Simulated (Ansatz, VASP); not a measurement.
# W in VASP and in Ansatz

```xyz
2
Lattice="2.8445 0.0000 0.0000 -1.4223 2.4634 0.0000 0.0000 0.0000 4.6081" Properties=species:S:1:pos:R:3 pbc="T T T"
W     0.0711    1.6833    1.2672
W     1.3511    0.7801    3.3409
```

Change from the starting cell: shortest bond scaled by 1.1, crystal datasets.

Alike in both runs: task electric field gradients; functional PBEsol; k mesh 12 × 12 × 7; occupations fermi-dirac, width 0.05 eV; no spin polarisation.

|  | VASP | Ansatz |
| --- | --- | --- |
| version | VASP 6.6.1 | Ansatz 0.2.0 |
| potentials or method | VASP PAW PBE potentials, release 64 (W_sv), cutoff 520 eV | all-electron PAW with datasets made for the crystal, scalar-relativistic |

```csv
,VASP,Ansatz,Ansatz less VASP
pressure (GPa),4.1,3.3,-0.78
largest component of the traceless stress (GPa),4.99,4.91,-0.088
rms of the force components (eV/Å),1.756,1.724,-0.0320
Vzz of the field gradient on the site that differs most (V/Å²),62.0,73.0,+11.03
```

Atom by atom the forces differ by 0.032 eV/Å (rms over components). Ansatz ran all-electron here, so the differences hold the error of VASP's frozen core and of both bases. Ansatz warned: «gradients_without_spin_orbit».

Caveats: the PAW data sets were made with another functional, which shifts forces and pressure a little (VASP). Spin-orbit coupling is left out, which matters for the levels of W.
